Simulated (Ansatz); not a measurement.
Ru under changes of volume

One of the cells (13.575 Å³/atom); the others are scaled copies at fixed shape and fractional positions:

```xyz
2
Lattice="2.7058 0.0000 0.0000 -1.3529 2.3433 0.0000 0.0000 0.0000 4.2819" Properties=species:S:1:pos:R:3 pbc="T T T"
Ru    1.3529    0.7811    3.2114
Ru    0.0000    1.5622    1.0705
```

* Program: Ansatz 0.2.0
* Functional: PBEsol
* Potentials or basis: all-electron LAPW, scalar-relativistic
* Cutoff: 281 eV (chosen from the basis error)
* Basis error allowed: 0.001 eV/atom
* k mesh: 11 × 11 × 6
* Occupations: fermi-dirac, width 0.05 eV
* Spin: no spin polarisation

| volume (Å³/atom) | energy over the lowest point (meV/atom) | pressure (GPa) |
| --- | --- | --- |
| 12.760 | 27.62 | 16.6 |
| 13.032 | 7.01 | 8.1 |
| 13.303 | 0.00 | 0.5 |
| 13.575 | 5.08 | -6.2 |
| 13.846 | ? | ? |
| 14.118 | 46.28 | -17.5 |
| 14.389 | 80.12 | -22.2 |

Problem. What does the run at 13.846 Å³/atom give?

Solution. Energy over the lowest point 20.91 meV/atom; pressure -12.2 GPa.

Worked out: A Birch-Murnaghan fit of order 3 (a polynomial in V^(-2/3)) to the other rows has its minimum at 13.32 Å³/atom with B0 = V·E''(V) = 347 GPa and B' = 4.7 at fixed shape and positions, which overstates the stiffness. It gives 20.86 meV/atom at 13.846 Å³/atom, against the run's 20.91, and -dE/dV = -12.3 GPa, against -12.2.

Energies are extrapolated to zero smearing.

The runs don't all hold the same shells in valence.
